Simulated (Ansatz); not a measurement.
# MgS (Niningerite): the dielectric function from several functionals, part 2 of 2

Aim: the dielectric function of MgS (Niningerite) in the independent-particle picture, and how it depends on the functional and on the gap. The runs, in order: HSE06 for the gap; optics with PBE on 8×8×8; optics with r2SCAN on 8×8×8; optics with LDA on 8×8×8; optics with PBE and scissors to the HSE06 gap on 8×8×8.

Ansatz 0.2.0; plane waves, PAW; no local fields, no excitons. The steps go on from the part before.

## (5) Optics, LDA

input.yaml

```yaml
crystal:
  lattice:
    - [0.0, 2.6015177399, 2.6015177399]
    - [2.6015177399, 0.0, 2.6015177399]
    - [2.6015177399, 2.6015177399, 0.0]
  atoms:
    - { symbol: Mg, position: [0.0, 0.0, 0.0] }
    - { symbol: S, position: [0.5, 0.5, 0.5] }
kpoints:
  mp_grid: { grid: [8, 8, 8] }
hamiltonian:
  xc: lda
scf:
  occupations: { method: fixed }
output:
  optics: { e_range: [0, 16], de: 0.05, sigma: 0.1 }
  write_density: true
  write_potential: true
  elf: true
  volumetric_format: npy
```

Command:

```
$ ansatz run input.yaml --threads 4 --pin off --max-ram 3686MiB --backend cpu --events-out ev --progress --plain --runs-dir out
```

The log of the run:

```text
Warning: RAYON_NUM_THREADS=4 ignored (pool sized by the plan → 4); use --threads N
Engine: ansatz 0.2.0, aarch64-unknown-linux-gnu
Pseudopotentials: kind: paw
Pseudopotential: Mg, paw, valence charge 10, recommended cutoff 420 eV (normal), Mg.paw.azcp
Pseudopotential: S, paw, valence charge 6, recommended cutoff 420 eV (normal), S.paw.azcp
Functional definition: SPW92
  exchange = slater_x
  correlation = pw_c
Crystal: 2 atoms, lattice volume = 35.214 Å³
Basis set: ecut = 420 eV, 701 PW (Γ)
Bands: 12, of which v1, the nominal top of the filled ones, is band 8 counted from 1 (7 counted from 0)
Symmetry: 48 space group operations
Space group: Fm-3m (ITA 225), of the structure as read, at distance tolerance 3.3e-5 Å
k-points: 29 of 512
Non-local potential: Mg, projectors of the file, l = 0: 3, l = 1: 2, l = 2: 1
Non-local potential: S, projectors of the file, l = 0: 2, l = 1: 2, l = 2: 2
PAW form: soft (Blöchl's): semilocal exchange-correlation on the pseudo side does not see the compensation charge
PAW frozen core: Mg, regenerated for the run's functional, and the local potential with it (the file was generated under x = pbe(κ = 0.804, μ = 0.2195149727645171), c = pbe(β = 0.06672455060314922))
PAW frozen core: S, regenerated for the run's functional, and the local potential with it (the file was generated under x = pbe(κ = 0.804, μ = 0.2195149727645171), c = pbe(β = 0.06672455060314922))
PAW one-centre angular grid: Mg, 110 points (default); XC on 64 Gauss nodes
PAW one-centre angular grid: S, 110 points (default); XC on 64 Gauss nodes
Initial density: superposition of atomic densities (neutral atoms: chi_scale 0, normalization atom), corrected by the library's trained network
Initial wavefunctions: pseudopotential atomic-orbital guess
Functional: x = slater, c = lda
SCF iter   1: F=—  HF=-2774.169478 eV  |F-HF|=—  |Δ(HF+E_count)|=         —  Δρ=6.72e-3  dr2=9.25e-3  ethr=1.77e-3  ⟨swp⟩=5.4  Hψ=1879  notcnv=0  defer=45
preconditioner: auto → none  [insulator: Δε(μ)=2.510 eV  Ē_g=11.577 eV  n_scr=8 (ndim 8)  ℏωp=17.7 eV  f_vac=0.000  ε∞_Penn≈3.3]
SCF iter   2: F=—  HF=-2774.163554 eV  |F-HF|=—  |Δ(HF+E_count)|=   5.92e-3  Δρ=2.58e-3  dr2=1.29e-3  ethr=5.78e-5  ⟨swp⟩=2.6  Hψ=856  notcnv=0  defer=52
SCF iter   3: F=—  HF=-2774.162947 eV  |F-HF|=—  |Δ(HF+E_count)|=   6.07e-4  Δρ=3.94e-4  dr2=2.77e-5  ethr=8.07e-6  ⟨swp⟩=2.0  Hψ=509  notcnv=0  defer=52
SCF iter   4: F=—  HF=-2774.162938 eV  |F-HF|=—  |Δ(HF+E_count)|=   9.69e-6  Δρ=4.47e-5  dr2=1.19e-6  ethr=1.73e-7  ⟨swp⟩=2.0  Hψ=455  notcnv=0
SCF iter   5: F=—  HF=-2774.162936 eV  |F-HF|=—  |Δ(HF+E_count)|=   1.88e-6  Δρ=1.02e-5  dr2=2.65e-8  ethr=7.45e-9  ⟨swp⟩=2.0  Hψ=443  notcnv=0
SCF iter   6: F=—  HF=-2774.162936 eV  |F-HF|=—  |Δ(HF+E_count)|=   9.32e-9  Δρ=2.67e-6  dr2=3.68e-9  ethr=1.66e-10  ⟨swp⟩=2.0  Hψ=580  notcnv=0
SCF iter   7: F=—  HF=-2774.162936 eV  |F-HF|=—  |Δ(HF+E_count)|=   1.35e-9  Δρ=2.71e-7  dr2=3.54e-11  ethr=2.30e-11  ⟨swp⟩=2.0  Hψ=445  notcnv=0
SCF iter   8: F=-2774.162936 eV  HF=-2774.162936 eV  |F-HF|=0.00e0  |Δ(HF+E_count)|=  1.32e-11  Δρ=1.68e-8  dr2=1.48e-13  ethr=1.00e-12  ⟨swp⟩=4.2  Hψ=1236  notcnv=0
SCF 1 converged in 8 iterations: F = -2774.162936 eV  dr2 = 1.48e-13
Optics k sum: 0 of 29 k-points
[...]
SCF converged after 8 iterations
Free energy (F): -2774.162936 eV
Harris-Foulkes:  -2774.162936 eV  (|F-HF|=0.00e0)
Internal energy: -2774.162936 eV  (E = F + TS)
E sigma→0 (E₀):  -2774.162936 eV
Fermi energy:    6.188946 eV
--- Per-component energies (eV) ---
  E_band       = -333.551495
  E_kinetic    = 185.619261
  E_local      = -1666.640743  (includes V_loc(G=0)·N_el)
  E_nonlocal   = 125.224967
  E_hartree    = 592.090823
  E_xc         = -126.573753
  E_vxc        = -127.153346  (∫ρ·V_xc dr)
  E_paw        = -840.394085  (= ΣΔE_a)
  E_vpaw       = -34.783280  (= ΣTr[D̂ρ^β])
  E_aug_tail   = 0.000001  (compensation charges beyond the density's cutoff)
  E_ewald      = -1043.793083
  E_core_change = 0.303677  (= ΣΔE_core)
  E_smearing   = -0.000000  (= −TS)
  E_closure    = 0.000000  (closes the sum)
  Σ components = -2774.162936   (vs F -2774.162936, Δ=0.00e0)
--- Band table (eV; the first three rows and the last of 29) ---
  k-point 0: bands = ["-67.8224", "-35.2476", "-35.2476", "-35.2476", "-6.4646", "6.1889", "6.1889", "6.1889", "9.6712", "13.9861", "13.9861", "13.9861"]
  k-point 1: bands = ["-67.8224", "-35.2486", "-35.2478", "-35.2478", "-6.3106", "5.1109", "6.0870", "6.0870", "10.4932", "13.6693", "14.2302", "14.2302"]
  k-point 2: bands = ["-67.8223", "-35.2511", "-35.2481", "-35.2481", "-5.8933", "3.3304", "5.8651", "5.8651", "10.9559", "13.8275", "13.8275", "14.3153"]
  k-point 28: bands = ["-67.8220", "-35.2520", "-35.2520", "-35.2503", "-4.7092", "2.9186", "2.9186", "3.7757", "11.2609", "13.9992", "13.9992", "14.0387"]
```

It took 2.7 s on 4 threads of Arm Neoverse N1, shared host; peak memory 0.5 GiB.

From the head of optics.tsv:

```
# eps_inf(xx yy zz) = 6.186644 6.186644 6.186644
# eps_inf_bands = all
# eps_inf_summed_bands(xx yy zz) = 5.939074 5.939074 5.939074
# eps_inf_completed(xx yy zz) = 6.186644 6.186644 6.186644
# eps2_relative_error = 0.0027
# eps_inf_relative_error = 0.0074
# f_sum_n_eff(xx yy zz) = 6.032583 6.032583 6.032583 of n_electrons = 16.000000
# n_bands = 12
# valid_up_to_ev = 7.497121
# least_direct_gap_ev = 3.482273e0 at k(fractional) = 0.000000 0.000000 0.000000, k_point = 0, channel = 0, bands = 7 8 (counted from 0)
```

The dielectric function from optics.tsv (isotropic), one row in 6 (narrow peaks fall between the rows), cut at 7.5 eV, above which the bands summed leave lines out:

```tsv
E (eV)	ε₂ xx	ε₁ xx
3.30	0.00	8.24
3.60	0.34	9.14
3.90	0.67	9.90
4.20	1.01	11.43
4.50	2.91	12.95
4.80	4.81	14.53
5.10	11.33	15.35
5.40	13.58	11.23
5.70	15.96	9.32
6.00	19.23	-0.02
6.30	11.89	-2.25
6.60	8.48	-1.74
6.90	8.47	1.03
7.20	9.81	1.46
```

The columns hold the bands summed alone, whose ε₁ at zero energy is 5.94, below the completed ε∞ of 6.19.

Tallest peaks of ε₂ in the range shown: 20.3 at 5.95 eV, 11.3 at 7.35 eV.

## (6) Optics, PBE + 1.10 eV scissors

The scissors of 1.104 eV comes from the difference of HSE06 and PBE direct gaps in separate runs.

Edit input.yaml of step 5 so:

```diff
@@ -11,3 +11,3 @@
 hamiltonian:
-  xc: lda
+  xc: pbe
 scf:
@@ -15,6 +15,2 @@
 output:
-  optics: { e_range: [0, 16], de: 0.05, sigma: 0.1 }
-  write_density: true
-  write_potential: true
-  elf: true
-  volumetric_format: npy
+  optics: { e_range: [0, 16], de: 0.05, sigma: 0.1, scissors: 1.104 }
```

Command:

```
$ ansatz run input.yaml --threads 4 --pin off --max-ram 3686MiB --backend cpu --events-out ev --progress --plain --runs-dir out
```

The log of the run:

```text
Warning: RAYON_NUM_THREADS=4 ignored (pool sized by the plan → 4); use --threads N
[... 9 set-up lines as earlier in the session ...]
Crystal: 2 atoms, lattice volume = 35.214 Å³
Basis set: ecut = 420 eV, 701 PW (Γ)
Bands: 12, of which v1, the nominal top of the filled ones, is band 8 counted from 1 (7 counted from 0)
[... 2 set-up lines as earlier in the session ...]
k-points: 29 of 512
[... 8 set-up lines as earlier in the session ...]
SCF iter   1: F=—  HF=-2828.747035 eV  |F-HF|=—  |Δ(HF+E_count)|=         —  Δρ=4.07e-4  dr2=3.87e-5  ethr=1.77e-3  ⟨swp⟩=5.6  Hψ=1886  notcnv=0  defer=44
preconditioner: auto → none  [insulator: Δε(μ)=2.783 eV  Ē_g=11.752 eV  n_scr=8 (ndim 8)  ℏωp=17.7 eV  f_vac=0.000  ε∞_Penn≈3.3]
SCF iter   2: F=—  HF=-2828.746803 eV  |F-HF|=—  |Δ(HF+E_count)|=   2.32e-4  Δρ=3.31e-4  dr2=5.30e-5  ethr=2.42e-7  ⟨swp⟩=3.0  Hψ=929  notcnv=0  defer=52
SCF iter   3: F=—  HF=-2828.746806 eV  |F-HF|=—  |Δ(HF+E_count)|=   3.28e-6  Δρ=1.33e-4  dr2=3.37e-6  ethr=2.42e-7  ⟨swp⟩=2.0  Hψ=454  notcnv=0  defer=44
SCF iter   4: F=—  HF=-2828.746825 eV  |F-HF|=—  |Δ(HF+E_count)|=   1.94e-5  Δρ=9.56e-5  dr2=4.79e-6  ethr=2.11e-8  ⟨swp⟩=2.0  Hψ=464  notcnv=0  defer=2
SCF iter   5: F=—  HF=-2828.746825 eV  |F-HF|=—  |Δ(HF+E_count)|=   9.19e-8  Δρ=1.89e-5  dr2=1.82e-7  ethr=2.11e-8  ⟨swp⟩=2.0  Hψ=451  notcnv=0
SCF iter   6: F=—  HF=-2828.746822 eV  |F-HF|=—  |Δ(HF+E_count)|=   3.38e-6  Δρ=3.91e-6  dr2=8.07e-9  ethr=1.14e-9  ⟨swp⟩=2.0  Hψ=427  notcnv=0
SCF iter   7: F=—  HF=-2828.746822 eV  |F-HF|=—  |Δ(HF+E_count)|=   2.52e-9  Δρ=1.83e-7  dr2=1.77e-11  ethr=5.04e-11  ⟨swp⟩=2.0  Hψ=456  notcnv=0
SCF iter   8: F=-2828.746822 eV  HF=-2828.746822 eV  |F-HF|=0.00e0  |Δ(HF+E_count)|=  1.82e-12  Δρ=4.13e-8  dr2=9.86e-13  ethr=1.00e-12  ⟨swp⟩=3.9  Hψ=1139  notcnv=0
SCF 1 converged in 8 iterations: F = -2828.746822 eV  dr2 = 9.86e-13
Optics k sum: 0 of 29 k-points
[...]
SCF converged after 8 iterations
Free energy (F): -2828.746822 eV
Harris-Foulkes:  -2828.746822 eV  (|F-HF|=0.00e0)
Internal energy: -2828.746822 eV  (E = F + TS)
E sigma→0 (E₀):  -2828.746822 eV
Fermi energy:    6.390776 eV
--- Per-component energies (eV) ---
  E_band       = -331.786847
  E_kinetic    = 185.291216
  E_local      = -1665.849310  (includes V_loc(G=0)·N_el)
  E_nonlocal   = 123.410947
  E_hartree    = 593.017018
  E_xc         = -127.747113
  E_vxc        = -127.039447  (∫ρ·V_xc dr)
  E_paw        = -893.076496  (= ΣΔE_a)
  E_vpaw       = -33.634283  (= ΣTr[D̂ρ^β])
  E_aug_tail   = -0.000002  (compensation charges beyond the density's cutoff)
  E_ewald      = -1043.793083
  E_smearing   = -0.000000  (= −TS)
  E_closure    = 0.000000  (closes the sum)
  Σ components = -2828.746822   (vs F -2828.746822, Δ=0.00e0)
--- Band table (eV; the first three rows and the last of 29) ---
  k-point 0: bands = ["-68.3278", "-35.0794", "-35.0794", "-35.0794", "-6.2759", "6.3908", "6.3908", "6.3908", "10.1141", "14.3071", "14.3071", "14.3071"]
  k-point 1: bands = ["-68.3278", "-35.0804", "-35.0796", "-35.0796", "-6.1239", "5.3452", "6.2897", "6.2897", "10.9138", "14.0001", "14.5539", "14.5539"]
  k-point 2: bands = ["-68.3277", "-35.0827", "-35.0799", "-35.0799", "-5.7129", "3.5878", "6.0693", "6.0693", "11.3540", "14.1846", "14.1846", "14.6832"]
  k-point 28: bands = ["-68.3274", "-35.0836", "-35.0836", "-35.0820", "-4.5529", "3.1707", "3.1707", "4.0376", "11.6440", "14.3232", "14.3232", "14.4522"]
```

Wall time 2.8 s (4 threads of Arm Neoverse N1, shared host); peak memory 0.5 GiB.

From the head of optics.tsv:

```
# eps_inf(xx yy zz) = 5.213812 5.213812 5.213812
# eps_inf_bands = all
# eps_inf_summed_bands(xx yy zz) = 4.984491 4.984491 4.984491
# eps_inf_completed(xx yy zz) = 5.213812 5.213812 5.213812
# eps2_relative_error = 0.0025
# eps_inf_relative_error = 0.0076
# f_sum_n_eff(xx yy zz) = 6.029583 6.029583 6.029583 of n_electrons = 16.000000
# n_bands = 12
# valid_up_to_ev = 8.720310
# least_direct_gap_ev = 3.723349e0 at k(fractional) = 0.000000 0.000000 0.000000, k_point = 0, channel = 0, bands = 7 8 (counted from 0)
```

The dielectric function from optics.tsv (isotropic), one row in 6 (narrow peaks fall between the rows), cut at 8.7 eV, above which the bands summed leave lines out:

```
E (eV)  ε₂ xx  ε₁ xx
  4.65   0.00   7.79
  4.95   0.33   8.71
  5.25   0.64   9.53
  5.55   1.11  11.23
  5.85   3.01  12.62
  6.15   5.12  14.63
  6.45  11.79  13.67
  6.75  13.46  10.48
  7.05  16.80   8.76
  7.35  16.72  -1.94
  7.65  10.90  -2.30
  7.95   7.55  -1.14
  8.25   8.55   0.88
  8.55  10.66   0.98
```

The columns hold the bands summed alone, whose ε₁ at zero energy is 4.98, below the completed ε∞ of 5.21.

Tallest peaks of ε₂ in the range shown: 20.1 at 7.20 eV, 11.1 at 8.65 eV.

## (7) The levels side by side

| level | mesh | least direct gap on the mesh (eV) | ε∞ | tallest peak of ε₂ | time |
| --- | --- | --- | --- | --- | --- |
| PBE | 8×8×8 | 3.72 | 5.90 | 20.1 at 6.10 eV (complete to 7.6 eV) | 2.9 s |
| r2SCAN | 8×8×8 | 4.64 | 5.16 | 18.7 at 6.80 eV (complete to 8.2 eV) | 6.2 s |
| LDA | 8×8×8 | 3.48 | 6.19 | 20.3 at 5.95 eV (complete to 7.5 eV) | 2.7 s |
| PBE + 1.10 eV scissors | 8×8×8 | 4.83 | 5.21 | 20.1 at 7.20 eV (complete to 8.7 eV) | 2.8 s |

## (8) What came out

What follows sums up all 2 parts.

| quantity | value |
| --- | --- |
| ε∞, PBE | 5.90 |
| ε∞, r2SCAN | 5.16 |
| ε∞, LDA | 6.19 |
| ε∞, PBE + 1.10 eV scissors | 5.21 |
| tallest peak of ε₂, PBE | 20.1 at 6.10 eV (complete to 7.6 eV) |
| tallest peak of ε₂, r2SCAN | 18.7 at 6.80 eV (complete to 8.2 eV) |
| tallest peak of ε₂, LDA | 20.3 at 5.95 eV (complete to 7.5 eV) |
| tallest peak of ε₂, PBE + 1.10 eV scissors | 20.1 at 7.20 eV (complete to 8.7 eV) |
| HSE06 direct gap | 4.83 eV |

What this shows: PBE + 1.10 eV scissors has the widest direct gap (4.83 eV) and LDA the narrowest (3.48 eV); ε∞ is 5.21 and 6.19. Local fields and excitons are left out: both change ε∞, and without excitons the onset lacks its lines.
